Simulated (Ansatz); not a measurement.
## Al2O3: two-dimensional strain map

Method: DFT PBEsol, scalar-relativistic, plane waves, PAW in Ansatz. Cutoff 420 eV, Γ-centred 12×12×4 k-points, Gaussian smearing of 0.05 eV. No spin polarisation. Energies are free energies at this smearing, counted from the undisturbed cell; pressure is positive in compression.

The undisturbed cell (as given, not relaxed at this level; it stands at -3.7 GPa; this form isn't the usual structure):

```xyz
5
Lattice="3.0175 0.0000 0.0000 -1.5087 2.6132 0.0000 0.0000 0.0000 7.5746" Properties=species:S:1:pos:R:3 pbc="T T T"
Al    0.0000    0.0000    2.1054
Al    0.0000    0.0000    5.4693
O     0.0000    1.7421    1.5108
O     1.5087    0.8711    6.0638
O     0.0000    0.0000    3.7873
```

The cell holds layers and no dispersion correction was added, so their binding is poorly described.

The cell is strained by p along both x and y and by q along z, fractional coordinates fixed. Points are written (p, q).

Energy above the undisturbed cell in meV/atom (a dash: not computed):

```csv
p \ q,-0.080,-0.040,0.000,0.040,0.080
-0.080,363.5,237.4,198.3,222.1,290.2
-0.040,177.9,61.4,30.9,62.5,138.2
0.000,134.0,?,0.0,36.8,117.1
0.040,191.7,87.7,?,?,190.4
0.080,?,221.7,204.6,246.7,330.8
```

(1) Fill in the withheld energies.

## Answers

(1) (0.000, -0.040): 24.5; (0.040, 0.000): 67.5; (0.040, 0.040): 107.6; (0.080, -0.080): 321.2.

Cost: 25 runs of about 3.2 core-minutes in all, on Intel Xeon Processor @ 2.50GHz (Skylake/Cascade Lake) (shared hosts).